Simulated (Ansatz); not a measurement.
# Mg2Si: levels along high-symmetry lines

```yaml
crystal:
  lattice:
    - [0.00000, 3.19500, 3.19500]
    - [3.19500, 0.00000, 3.19500]
    - [3.19500, 3.19500, 0.00000]
  atoms:
    - { symbol: Mg, position: [0.25000, 0.25000, 0.25000] }
    - { symbol: Mg, position: [0.75000, 0.75000, 0.75000] }
    - { symbol: Si, position: [0.00000, 0.00000, 0.00000] }
```

Atom numbers follow the list: Mg1, Mg2, Si3.

The cell is COD entry 9009039, as deposited and not checked against the literature; nothing was relaxed. It differs from other determinations.

Method: DFT, PBE, all-electron LAPW, scalar-relativistic (Ansatz 0.2.0).

Settings: a Γ-centred 9×9×9 k mesh, Fermi–Dirac smearing of 0.05 eV, basis error target 0.5 meV/atom, no spin polarisation.

Points in fractions of the reciprocal vectors of this cell: Γ (0, 0, 0), X (0.5, 0, 0.5), U (0.625, 0.25, 0.625), K (0.375, 0.375, 0.75), L (0.5, 0.5, 0.5), W (0.5, 0.25, 0.75). The path joins them by straight lines in the order Γ–X–U–K–Γ–L–W–X; legs that retrace an earlier one aren't tabulated. Energies are in eV from the top of the valence band.

Q: Is there a gap, and where are the band edges?

A: 0.23 eV, indirect from Γ to X (0.5, 0, 0.5) (so small a gap may close at points that the mesh and path miss).

Q: List the levels between -14 and 2.5 eV at the symmetry points.

A: 
Γ: -9.03, 0.00 (×3), 1.77
X: -7.09, -4.38, -1.91 (×2), 0.23, 0.39
U: -7.11, -3.96, -3.39, -1.60, 0.70
K: -7.11, -3.96, -3.39, -1.60, 0.70
L: -7.63, -4.69, -0.69 (×2), 1.20
W: -7.05, -3.55 (×2), -2.60

Kohn–Sham gaps of semilocal functionals usually fall short of measured ones.
